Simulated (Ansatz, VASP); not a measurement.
## Two plane-wave programs on Tl

INCAR

```
SYSTEM = Tl
ALGO     = Normal         ! electronic algorithm
EDIFF    = 1E-7           ! SCF threshold, eV
ENCUT    = 520            ! plane-wave cutoff, eV
GGA      = CA             ! functional
ISIF     = 2              ! what is computed and relaxed
ISMEAR   = 0              ! smearing method
LASPH    = .TRUE.         ! aspherical terms in the spheres
LCHARG   = .FALSE.        ! write CHGCAR
LREAL    = .FALSE.        ! projectors in reciprocal space
LWAVE    = .FALSE.        ! write WAVECAR
NBANDS   = 12             ! bands
NELM     = 80             ! most SCF steps
PREC     = Accurate       ! precision mode
SIGMA    = 0.15           ! smearing width, eV
```

KPOINTS

```
k-points
0
G
  18 18 18
  0 0 0
```

POSCAR

```
Tl
1.0
    0.0000000000      2.4663412330      2.4663412330
    2.4663412330      0.0000000000      2.4663412330
    2.4663412330      2.4663412330      0.0000000000
Tl
1
Direct
    0.0000000000      0.0000000000      0.0000000000
```

Input for Ansatz:

```yaml
crystal:
  lattice:
    - [0.0, 2.466341233, 2.466341233]
    - [2.466341233, 0.0, 2.466341233]
    - [2.466341233, 2.466341233, 0.0]
  atoms:
    - { symbol: Tl, position: [0.0, 0.0, 0.0] }
basis:
  ecutwfc: 420
kpoints:
  mp_grid: { grid: [18, 18, 18] }
hamiltonian:
  xc: lda
scf:
  occupations: { method: gaussian, width: 0.15 }
output:
  forces: true
  stress: true
  eigenvalues: true
```

This isn't the form of Tl at room conditions, which is hcp.

Alike in both runs: task single point; functional LDA; k mesh 18 × 18 × 18; occupations gaussian, width 0.15 eV; no spin polarisation.

```csv
,VASP,Ansatz
version,VASP 6.6.1,Ansatz 0.2.0
potentials or method,"VASP PAW LDA potentials, release 64 (Tl_d)","scalar-relativistic, plane waves, PAW"
plane-wave cutoff (eV),520,420
valence electrons in the cell,13,13
```

```tsv
	VASP	Ansatz	Ansatz less VASP
gap on the k mesh at the Fermi level (eV)	none	none	-
pressure (GPa)	-3.4	-3.4	-0.02
```

A gap of «none» marks a metal or a gap that the smearing closes.

Spin-orbit coupling is left out, which matters for the levels of Tl.
